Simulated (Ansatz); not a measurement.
# Indium, body-centred tetragonal: convergence with Methfessel-Paxton smearing

Computed with Ansatz, r²SCAN, scalar-relativistic PAW, on the relaxed cell (a = 4.492 Å, b = 4.639 Å, c = 3.339 Å, β = 130.88°; spin not included). Errors count from a run at 500 eV on a Γ-centred 19×19×23 mesh with Fermi-Dirac smearing of 0.1 eV, extrapolated to zero width. Fixed here: cutoff 500 eV, mesh 11×11×14. The SCF starts from atomic densities corrected by a trained network.

| width (eV) | E(σ→0) error (meV/atom) | F error (meV/atom) | P (GPa) | SCF iterations |
| --- | --- | --- | --- | --- |
| 0.01 | 1.4 | 1.4 | 0.13 | 5 |
| 0.03 | 1.4 | 1.4 | 0.13 | 5 |
| 0.1 | 1.4 | 1.3 | 0.12 | 5 |
| 0.2 | 1.2 | 1.0 | 0.09 | 5 |
| 0.6 | 0.5 | 0.5 | 0.01 | 5 |
| 1.0 | 0.7 | 1.7 | -0.03 | 5 |

Task: What does the run at 0.3 give (width)?

Result: E(σ→0) error (meV/atom): 0.9; F error (meV/atom): 0.8; P (GPa): 0.07; SCF iterations: 5.
